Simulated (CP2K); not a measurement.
Runs of CP2K 2026.2 on HgTe (Coloradoite). Symmetry: F-43m, No. 216, cubic system. The conventional cell has a = 6.429 Å, b = 6.429 Å, c = 6.429 Å, α = 90.00°, β = 90.00°, γ = 90.00°. Around Hg (site symmetry -43m) lie 4 Te at 2.78 Å. Around Te (site symmetry -43m) lie 4 Hg at 2.78 Å. 

```tsv
task	level	potentials or basis	k mesh	smearing	EPS_DEFAULT	EPS_SCF	k points reduced by the point group	NGRIDS	points a segment of the path (NPOINTS)	gap on the mesh (eV)	pressure (GPa)	V0 of scaled cells (Å³/atom)	B0 (GPa)
band structure	LDA	GTH_POTENTIALS Hg GTH-PADE-q12, Te GTH-PADE-q6; TZVP-MOLOPT-PBE-GTH basis	7 × 7 × 7	fermi-dirac 0.05 eV	1.0E-9	1.0E-6	yes	5	6	none	0.9	-	-
band structure	r2SCAN	POTENTIAL_UZH Hg GTH-SCAN-q12, Te GTH-SCAN-q6; TZVP-MOLOPT-SCAN-GTH basis	7 × 7 × 7	fermi-dirac 0.1 eV	1.0E-9	1.0E-6	yes	5	8	none	2.9	-	-
band structure	PBEsol	POTENTIAL_UZH Hg GTH-PBE-q12, Te GTH-PBE-q6; TZVP-MOLOPT-PBE-GTH basis	7 × 7 × 7	fermi-dirac 0.05 eV	1.0E-9	1.0E-6	yes	4	6	none	3.4	-	-
single point	PBEsol	POTENTIAL_UZH Hg GTH-PBE-q12, Te GTH-PBE-q6; TZVP-MOLOPT-PBE-GTH basis	7 × 7 × 7	fermi-dirac 0.05 eV	1.0E-10	1.0E-6	yes	4	-	none	3.4	-	-
band structure	r2SCAN	POTENTIAL_UZH Hg GTH-SCAN-q12, Te GTH-SCAN-q6; TZVP-MOLOPT-SCAN-GTH basis	7 × 7 × 7	fermi-dirac 0.05 eV	1.0E-9	1.0E-6	yes	5	6	none	2.9	-	-
band structure	PBE	POTENTIAL_UZH Hg GTH-PBE-q12, Te GTH-PBE-q6; TZVP-MOLOPT-PBE-GTH basis	7 × 7 × 7	fermi-dirac 0.0259 eV	1.0E-10	1.0E-6	yes	5	8	none	(a)	-	-
band structure	r2SCAN	POTENTIAL_UZH Hg GTH-SCAN-q12, Te GTH-SCAN-q6; TZVP-MOLOPT-SCAN-GTH basis	7 × 7 × 7	fermi-dirac 0.0259 eV	1.0E-9	1.0E-6	yes	5	8	none	2.9	-	-
band structure	PBEsol	POTENTIAL_UZH Hg GTH-PBE-q12, Te GTH-PBE-q6; TZVP-MOLOPT-PBE-GTH basis	7 × 7 × 7	fermi-dirac 0.01 eV	1.0E-10	1.0E-6	yes	5	10	none	3.4	-	-
equation of state	LDA	GTH_POTENTIALS Hg GTH-PADE-q12, Te GTH-PADE-q6; TZVP-MOLOPT-PBE-GTH basis	7 × 7 × 7	fermi-dirac 0.01 eV	1.0E-10	1.0E-6	yes	5	-	-	-	33.81	47
equation of state	LDA	GTH_POTENTIALS Hg GTH-PADE-q12, Te GTH-PADE-q6; TZVP-MOLOPT-PBE-GTH basis	7 × 7 × 7	fermi-dirac 0.05 eV	1.0E-10	1.0E-6	yes	4	-	-	-	33.81	47
band structure	TB-mBJ	POTENTIAL_UZH Hg GTH-PBE-q12, Te GTH-PBE-q6; TZVP-MOLOPT-PBE-GTH basis	7 × 7 × 7	fermi-dirac 0.05 eV	1.0E-9	1.0E-6	yes	5	6	none	-	-	-
```

Alike in all rows: no spin polarisation; cell as given.

Question: Estimate the missing entries.

Answer: (a) 5.5.

Caveats: the basis of atomic orbitals isn't converged, which shifts pressures, moduli and gaps; the potentials were made for another functional, which shifts forces and pressure (some runs); this is a model potential without an energy functional, so only levels have meaning (some runs).

A k mesh can miss the band edges, and the runs leave out spin-orbit coupling on Hg, Te.

A gap of «none» marks a metal or a gap under the smearing width.

Not every run made on this cell is shown here.
